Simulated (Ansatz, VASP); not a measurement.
**Two plane-wave programs on Ta**

```xyz
1
Lattice="2.7783 0.0000 0.0000 0.0000 2.7783 0.0000 0.0000 0.0000 2.7783" Properties=species:S:1:pos:R:3 pbc="T T T"
Ta    0.0000    0.0000    0.0000
```

Alike in both runs: task single point; functional PBE; k mesh 13 × 13 × 13; occupations fermi-dirac, width 0.1 eV; no spin polarisation.

```csv
,VASP,Ansatz
version,VASP 6.6.1,Ansatz 0.2.0
potentials or method,"VASP PAW PBE potentials, release 64 (Ta_pv)","plane waves (420 eV) with PAW, scalar-relativistic"
plane-wave cutoff (eV),520,420
valence electrons in the cell,11,13
```

|  | VASP | Ansatz | Ansatz less VASP |
| --- | --- | --- | --- |
| pressure (GPa) | -5.1 | -5.2 | -0.05 |

The two sets of potentials don't hold the same shells in valence.

The runs have no spin-orbit coupling, so splittings on Ta are missing.
